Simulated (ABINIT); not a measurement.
The system is PbF2 (Fluorocronite).

```
Pb F
1.0
     0.00000    2.96366    2.96366
     2.96366    0.00000    2.96366
     2.96366    2.96366    0.00000
Pb F
1 2
Direct
  0.00000 0.00000 0.00000
  0.75000 0.75000 0.75000
  0.25000 0.25000 0.25000
```

* Program: ABINIT 10.8.3 (patched build)
* Task: relaxation of cell and atoms
* Functional: LDA
* Potentials or basis: PseudoDojo NC SR LDA v0.4.1 standard
* Cutoff: 1143 eV
* k mesh: 6 × 6 × 6
* Occupations: fermi-dirac, width 0.05 eV
* Spin: no spin polarisation

At the start: pressure -4.5 GPa; volume 17.35 Å³/atom.

Task: How do energy, volume and symmetry change on relaxing?

Result: Over 5 steps the energy falls by 14.8 meV/atom and the volume is 16.36 Å³/atom (-5.7 %); space group Fm-3m (No. 225, to 0.05 Å).

Step by step:
| step | energy change (eV) | largest force (eV/Å) | pressure (GPa) | volume (Å³) |
| --- | --- | --- | --- | --- |
| 1 | 0.0000 | 0.0000 | -4.51 | 52.06 |
| 2 | -0.0181 | 0.0000 | -3.57 | 51.35 |
| 3 | -0.0442 | 0.0000 | 0.40 | 48.85 |
| 4 | -0.0445 | 0.0000 | -0.03 | 49.09 |
| 5 | -0.0445 | 0.0000 | 0.00 | 49.08 |

Final structure:
```xyz
3
Lattice="0.0000 2.9059 2.9059 2.9059 0.0000 2.9059 2.9059 2.9059 0.0000" Properties=species:S:1:pos:R:3 pbc="T T T"
Pb    0.0000    0.0000    0.0000
F     4.3588    4.3588    4.3588
F     1.4529    1.4529    1.4529
```
